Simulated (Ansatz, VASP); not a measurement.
**Two plane-wave programs on CdS (Hawleyite)**

Contents of POSCAR:

```
CdS
1.0
    0.0000000000      2.9399046300      2.9399046300
    2.9399046300      0.0000000000      2.9399046300
    2.9399046300      2.9399046300      0.0000000000
Cd S
1 1
Direct
    0.0000000000      0.0000000000      0.0000000000
    0.2500000000      0.2500000000      0.2500000000
```

File INCAR.step1:

```
SYSTEM = CdS
  PREC = Accurate
  ENCUT = 520
  ISMEAR = -1
  SIGMA = 0.02
  LREAL = .FALSE.
  LASPH = .TRUE.
  NELM = 100
  GGA = PE
  ALGO = Normal
  EDIFF = 1E-4
  LWAVE = .TRUE.
  LCHARG = .FALSE.
```

Contents of INCAR.step2:

```
SYSTEM = CdS
  PREC = Accurate
  ENCUT = 520
  EDIFF = 1E-6
  ISMEAR = -1
  SIGMA = 0.02
  LREAL = .FALSE.
  LASPH = .TRUE.
  NELM = 100
  ALGO = Normal
  ISIF = 2
  LWAVE = .FALSE.
  LCHARG = .FALSE.
  METAGGA = R2SCAN
  LMIXTAU = .TRUE.
  IBRION = 2
  NSW = 50
  EDIFFG = -0.01
  ISTART = 1
```

The input KPOINTS:

```
Automatic mesh
0
G
  8 8 8
  0 0 0
```

Input for Ansatz:

```yaml
crystal:
  lattice:
    - [0.0, 2.93990463, 2.93990463]
    - [2.93990463, 0.0, 2.93990463]
    - [2.93990463, 2.93990463, 0.0]
  atoms:
    - { symbol: Cd, position: [0.0, 0.0, 0.0] }
    - { symbol: S, position: [0.25, 0.25, 0.25] }
  symmetry: { tolerance: 0.0003 }
hamiltonian:
  xc: r2scan
  pseudopotentials: { kind: paw, azcp: { folder: soft_1 } }
basis:
  ecutwfc: 500
magnetization:
  spin_polarized: false
scf:
  occupations: { method: fermi_dirac, width: 0.02 }
kpoints:
  mp_grid: { grid: [8, 8, 8], shift: [0, 0, 0] }
  band_path:
    path:
      - [0.0, 0.0, 0.0]
      - [-0.5, -0.5, 0.0]
      - [-0.375, -0.375, 0.25]
      - [-0.375, 0.0, 0.375]
      - [0.0, 0.0, 0.0]
      - [0.0, 0.0, 0.5]
      - [-0.5, -0.25, 0.25]
      - [-0.5, -0.5, 0.0]
    npoints: 10
output:
  forces: true
  stress: true
  eigenvalues: true
  write_potential: true
  elf: true
  volumetric_format: npy
  dos: { e_range: [-12, 8], de: 0.05 }
relax:
  max_steps: 30
```

Alike in both runs: task relaxation of the atoms; functional r2SCAN; k mesh 8 × 8 × 8; occupations fermi-dirac, width 0.02 eV; no spin polarisation.

|  | VASP | Ansatz |
| --- | --- | --- |
| version | VASP 6.6.1 | Ansatz 0.2.0 |
| potentials or method | VASP PAW PBE potentials, release 64 (Cd, S) | PAW plane waves |
| plane-wave cutoff (eV) | 520 | 500 |
| valence electrons in the cell | 18 | 26 |

|  | VASP | Ansatz | Ansatz less VASP |
| --- | --- | --- | --- |
| gap on the k mesh at the Fermi level, each at its own relaxed structure (eV) | 1.54 | 1.54 | 0.000 |

The two sets of potentials don't hold the same shells in valence. Ansatz warned: «stress_scf_threshold_loose».

Caveats: the relaxation stopped at its first step, so nothing moved; the PAW data sets were made with another functional, which shifts forces and pressure a little (VASP). r2SCAN opens gaps a little over a GGA but as a rule still falls short of measured ones.
